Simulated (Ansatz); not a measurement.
## Quadrupolar parameters in FeS2

The cell is a measured structure from the Crystallography Open Database (COD), its atoms then relaxed with PBE in this cell.

```cif
data_FeS2
_symmetry_space_group_name_H-M 'Pa-3'
_symmetry_Int_Tables_number 205
_cell_length_a 5.4179
_cell_length_b 5.4179
_cell_length_c 5.4179
_cell_angle_alpha 90.000
_cell_angle_beta 90.000
_cell_angle_gamma 90.000
loop_
_atom_site_label
_atom_site_type_symbol
_atom_site_symmetry_multiplicity
_atom_site_Wyckoff_symbol
_atom_site_fract_x
_atom_site_fract_y
_atom_site_fract_z
Fe Fe 4 a 0.0000 0.0000 0.0000
S S 8 c 0.3827 0.3827 0.3827
```

One atom of each set is listed.

The numbers come from a DFT calculation in Ansatz (LDA, plane waves and PAW, scalar-relativistic, collinear spin, 420 eV cutoff, Γ-centred 8×8×8 k-points, Fermi–Dirac smearing 0.05 eV). Start moments as typed (μB): 3 on each Fe, none on the rest.

V_zz is the principal component of the electric field gradient with the largest magnitude, η = (V_xx − V_yy)/V_zz and C_Q = eQV_zz/h. ν_Q = 3|C_Q|/[2I(2I − 1)].

³³S: I = 3/2, Q = -69.40 mb. Q values from Pyykkö, Mol. Phys. 116, 1328 (2018).

(1) Give the quadrupolar parameters of the distinct sites.

Answers

(1) 

| site | atoms | first shell | C_Q (MHz) | η | ν_Q (MHz) |
| --- | --- | --- | --- | --- | --- |
| S | 8 | 1 S at 2.20 Å, 3 Fe at 2.26 Å | -23.0 | 0.00 | 11.5 |

An axis of threefold or higher order runs through S, so V_zz lies along it and η is zero. The structure holds S–S bonds (2.20 Å).

Fe has no stable isotope with a ground-state quadrupole moment in the table, so these sites are left out.

At this cell the LDA pressure is -12 GPa, so with LDA the cell would shrink if it were relaxed. With a gap of 0.4 eV under a smearing of 0.05 eV the band edges are partly filled, so small gradients can hang on the smearing and the k-mesh. The start moments die out, and the run ends without spin.
